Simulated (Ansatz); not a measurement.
**Ligand exchange: CHBrF2 + C2H5FMg → CHF3 + C2H5BrMg**

Species: CHBrF2 (bromodifluoromethane) `FC(F)Br`, singlet; C2H5FMg `C[CH2][Mg][F]`, singlet; CHF3 (trifluoromethane) `FC(F)F`, singlet; C2H5BrMg `C[CH2][Mg][Br]`, singlet. The partners trade Br for F: C–Br and Mg–F bonds give way to C–F and Mg–Br.

Shapes, held fixed at every level: PBE0-D4/def2-TZVP. Programs: Ansatz 0.2.0. The zero-point and thermal change to 298 K, harmonic and unscaled (PBE0-D4/def2-TZVP), is +3.9 kJ/mol.

Q: Estimate ΔH(298 K) of this reaction.

A: The highest level, CCSD(T)/def2-TZVPP, gives ΔH(298 K) = -67.8 kJ/mol; the levels span -115.5 to -51.2. The column of differences is taken from that level and isn't an error. No measured value is set beside it here. Relativity is left out for Br. Outer-core shells of Br, Mg are correlated in most correlated rows, in sets that cover them unevenly. Times are processor times on shared x86 and Arm servers, and rough.

| level | kind | ΔH(298 K) (kJ/mol) | less CCSD(T)/def2-TZVPP | CPU time (sum over the molecules) |
| --- | --- | --- | --- | --- |
| HF/def2-SVP | Hartree–Fock | -115.5 | -47.7 | – |
| PBE-D4/def2-TZVPP | GGA | -51.2 | +16.6 | 23 s |
| BHLYP-D4/def2-TZVPP | global hybrid | -76.8 | -9.0 | 25 s |
| wB97M-V/def2-TZVPP | range-separated hybrid | -66.7 | +1.1 | 90 s |
| B2PLYP/def2-TZVPP | double hybrid | -61.5 | +6.3 | 42 s |
| CCSD(T)/def2-SVP | coupled cluster or CI | -85.8 | -18.0 | 39 s |
| CCSD/def2-TZVPP | coupled cluster or CI | -72.4 | -4.6 | – |
| CCSD(T)/def2-TZVPP | coupled cluster or CI | -67.8 | 0.0 | 9.3 min |

Every level makes the exchange exothermic, so fluorine prefers carbon here even though magnesium is the harder, more electropositive partner. Replacing Br by F strengthens the bond at either centre, but the gain at carbon outweighs the loss at magnesium. Geminal fluorines probably add to this: lone-pair donation into neighbouring C–F antibonding orbitals, together with favourable electrostatics at the positively charged carbon, stabilises CHF3.

In the small basis, correlation reduces the exothermicity from -115.5 to -85.8 kJ/mol, and triples act in the same direction in the larger one. Enlarging the basis at CCSD(T) also lowers it, to -67.8 kJ/mol. This suggests that the compact set underbinds the reactant Mg–F unit, whose fluoride-like density needs more flexible functions. The Hartree–Fock value therefore combines missing correlation with a basis deficiency.

The sign is secure across these levels, but the size is less so: with a basis shift this large, the near-coincidence of wB97M-V and CCSD(T) doesn't establish that either is close to the basis-set limit.
